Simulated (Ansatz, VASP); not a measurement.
# AlN: VASP beside Ansatz

```
Al N
1.0
     2.58546    0.00000    0.00000
     0.00000    2.58546    0.00000
     0.00000    0.00000    2.58546
Al N
1 1
Direct
  0.00000 0.00000 0.00000
  0.50000 0.50000 0.50000
```

The cell was built by a generator and needn't be a form met in nature.

Alike in both runs: task single point; functional PBEsol; k mesh 6 × 6 × 6; occupations fermi-dirac, width 0.02 eV; no spin polarisation.

|  | VASP | Ansatz |
| --- | --- | --- |
| version | VASP 6.6.1 | Ansatz 0.2.0 |
| potentials or method | VASP PAW PBE potentials, release 64 (Al, N) | plane waves, PAW |
| plane-wave cutoff (eV) | 520 | 420 |
| valence electrons in the cell | 8 | 8 |

```tsv
	VASP	Ansatz	Ansatz less VASP
pressure (GPa)	1.0	1.0	+0.01
```

The functional is the same, so the differences come from potentials, cutoffs and numerics.

Caveats: the k mesh is coarse (spacing up to 0.41 Å⁻¹), so the values aren't converged; the PAW data sets were made with another functional, which shifts forces and pressure a little (VASP).
